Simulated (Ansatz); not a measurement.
Input of an Ansatz 0.2.0 run:

File input.yaml:

```yaml
crystal:
  lattice: { a: 4.71953361, b: 4.71953361, c: 4.71953361, alpha: 90.0, beta: 90.0, gamma: 90.0 }
  space_group: 225
  reduce_to_primitive: true
  atoms:
    - { symbol: Zr, wyckoff: "4b", position: [0.5, 0.0, 0.0] }
    - { symbol: "N", wyckoff: "4a", position: [0.0, 0.0, 0.0] }
hamiltonian:
  xc: r2scan
  pseudopotentials: { kind: nc_fr }
  dispersion: rvv10
magnetization:
  noncollinear: true
  spin_orbit: true
kpoints:
  mp_grid: { grid: [10, 10, 10] }
scf:
  occupations: { method: fermi_dirac, width: 0.025 }
  n_extra_bands: 6
output:
  forces: true
  stress: true
  eigenvalues: true
  dos: { projected: true, de: 0.05, nscf_kmesh: { grid: [15, 15, 15] } }
```

Potentials or basis: PseudoDojo standard (PBE files).

Launch:

```console
$ ansatz run input.yaml --threads 1 --pin off --max-ram 2560MiB --backend cpu --events-out ev --progress --plain --runs-dir out
```

Task: What does it give for the density of states at the Fermi level?

Result: 0.73 states/eV per cell.

Task: Predict the band gap on the k mesh.

Result: None (metal or under the smearing width).

States per cell in windows of 1 eV (zero at the Fermi level; states under -8 eV left out):
| from (eV) | total | Zr 4d j=2.5 | N 2p j=1.5 | Zr 4d j=1.5 | N 2p j=0.5 | Zr 5s j=0.5 | N 2s j=0.5 |
| --- | --- | --- | --- | --- | --- | --- | --- |
| -8.0 | 0.15 | 0.03 | 0.05 | 0.02 | 0.02 | 0.02 | 0.00 |
| -7.0 | 1.06 | 0.17 | 0.42 | 0.12 | 0.20 | 0.12 | 0.01 |
| -6.0 | 2.18 | 0.37 | 1.00 | 0.25 | 0.44 | 0.05 | 0.02 |
| -5.0 | 2.08 | 0.35 | 0.89 | 0.24 | 0.53 | 0.01 | 0.01 |
| -4.0 | 0.52 | 0.06 | 0.28 | 0.04 | 0.13 | 0.00 | 0.00 |
| -3.0 | 0.10 | 0.04 | 0.02 | 0.03 | 0.01 | 0.00 | 0.00 |
| -2.0 | 0.29 | 0.13 | 0.04 | 0.09 | 0.02 | 0.00 | 0.00 |
| -1.0 | 0.56 | 0.26 | 0.06 | 0.19 | 0.03 | 0.00 | 0.00 |
| 0.0 | 0.85 | 0.39 | 0.09 | 0.28 | 0.04 | 0.01 | 0.01 |
| 1.0 | 1.00 | 0.48 | 0.09 | 0.35 | 0.04 | 0.01 | 0.01 |
| 2.0 | 1.95 | 0.97 | 0.16 | 0.69 | 0.07 | 0.02 | 0.02 |
| 3.0 | 1.67 | 0.80 | 0.09 | 0.66 | 0.04 | 0.02 | 0.04 |
| 4.0 | 0.48 | 0.23 | 0.04 | 0.10 | 0.02 | 0.02 | 0.06 |
| 5.0 | 0.12 | 0.03 | 0.01 | 0.02 | 0.01 | 0.01 | 0.01 |
| 6.0 | 0.00 | 0.00 | 0.00 | 0.00 | 0.00 | 0.00 | 0.00 |
| 7.0 | 0.00 | 0.00 | 0.00 | 0.00 | 0.00 | 0.00 | 0.00 |
